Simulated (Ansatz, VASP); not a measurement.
Given: the input of a run of Ansatz 0.2.0 on Si. 

Contents of input.yaml:

```yaml
crystal:
  lattice:
    - [0.0, 2.7218511865, 2.7218511865]
    - [2.7218511865, 0.0, 2.7218511865]
    - [2.7218511865, 2.7218511865, 0.0]
  atoms:
    - { symbol: Si, position: [0.5, 0.5, 0.5] }
    - { symbol: Si, position: [0.75, 0.75, 0.75] }
kpoints:
  mp_grid: { grid: [8, 8, 8] }
scf:
  occupations: { method: gaussian, width: 0.022 }
hamiltonian:
  xc: pbe
  pseudopotentials: { kind: all_electron, lapw: { basis_error: 0.001 } }
output:
  forces: true
  stress: true
  eigenvalues: true
```

Potentials or basis: all-electron LAPW, scalar-relativistic.

Run with:

```console
$ ansatz run input.yaml --threads 1 --pin off --max-ram 3072MiB --backend cpu --events-out ev --progress --plain --runs-dir out
```

Q: Translate it to VASP 6.6.1. Potentials or basis there: PBE PAW files Si, 520 eV.

A: As run (cutoffs and basis follow the program's own potentials, and thresholds, step limits or extra output files can differ):

File INCAR:

```
SYSTEM = Si
  ALGO = Normal
  EDIFF = 1E-6
  ENCUT = 520
  GGA = PE
  ISIF = 2
  ISMEAR = 0
  LASPH = .TRUE.
  LCHARG = .FALSE.
  LREAL = .FALSE.
  LWAVE = .FALSE.
  NBANDS = 11
  NELM = 80
  PREC = Accurate
  SIGMA = 0.022
```

Contents of KPOINTS:

```
k-points
0
G
  8 8 8
  0 0 0
```

File POSCAR:

```
Si
1.0
    0.0000000000      2.7218511865      2.7218511865
    2.7218511865      0.0000000000      2.7218511865
    2.7218511865      2.7218511865      0.0000000000
Si
2
Direct
    0.5000000000      0.5000000000      0.5000000000
    0.7500000000      0.7500000000      0.7500000000
```

Potentials or basis: VASP PAW PBE potentials, release 64 (Si).

Command:

```bash
$ cat potpaw_PBE.64/Si/POTCAR > POTCAR
$ mpirun -np 1 vasp_std > vasp.out
```

Both were run:

|  | Ansatz | VASP |
| --- | --- | --- |
| Pressure | 1.3 GPa | 1.3 GPa |

Where Ansatz's input types no cutoff or centring, it takes its own default and a Γ-centred mesh.

Pressure is positive in compression.
